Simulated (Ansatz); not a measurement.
## TiAl: equation of state with PBEsol

The system is TiAl.

```
Ti Al
1.0
     3.17906    0.00000    0.00000
     0.00000    3.17906    0.00000
     0.00000    0.00000    3.17906
Ti Al
1 1
Cartesian
  0.0000 0.0000 0.0000
  1.5895 1.5895 1.5895
```

The cell comes from a database or a generator and needn't be the stable form of this composition.

```
Program             : Ansatz 0.2.0
Task                : equation of state
Functional          : PBEsol
Potentials or basis : Ansatz PAW
Cutoff              : 420 eV
Density cutoff      : 1680 eV
k mesh              : 8 × 8 × 8
Occupations         : fermi-dirac, width 0.05 eV
Spin                : no spin polarisation
```

```json
{
 "Equilibrium volume": "15.73 Å³/atom",
 "Bulk modulus": "119 GPa",
 "Pressure derivative of the bulk modulus": "4.0"
}
```

Energy against volume, from the lowest point:
```tsv
volume (Å³/atom)	energy (meV/atom)
15.101	10.00
15.422	2.32
15.743	0.00
16.065	2.52
16.386	9.42
16.707	20.28
17.028	34.69
```

All runs of the series together: 4.5 s on 2 threads of Intel(R) Xeon(R) Platinum 8375C CPU @ 2.90GHz (Ice Lake), with other jobs on the host.
